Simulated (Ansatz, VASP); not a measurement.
# Ti in VASP and in Ansatz

```xyz
1
Lattice="2.6393 0.0000 0.0000 0.0000 2.6393 0.0000 0.0000 0.0000 2.6393" Properties=species:S:1:pos:R:3 pbc="T T T"
Ti    0.0000    0.0000    0.0000
```

Alike in both runs: functional PBE; k mesh 22 × 22 × 22; occupations gaussian, width 0.1 eV; no spin polarisation.

Ansatz relaxed the structure, and its values are those at the end. VASP's run is a single point on that final structure, the one shown.

|  | VASP | Ansatz |
| --- | --- | --- |
| version | VASP 6.6.1 | Ansatz 0.2.0 |
| potentials or method | VASP PAW PBE potentials, release 64 (Ti_sv) | scalar-relativistic, plane waves, PAW |
| plane-wave cutoff (eV) | 520 | 420 |
| valence electrons in the cell | 12 | 12 |

|  | VASP | Ansatz | Ansatz less VASP |
| --- | --- | --- | --- |
| gap on the k mesh at the Fermi level (eV) | none | none | - |
| pressure (GPa) | -0.2 | 0.0 | +0.17 |

A gap of «none» marks a metal or a gap that the smearing closes. The functional is the same, so the differences come from potentials, cutoffs and numerics.
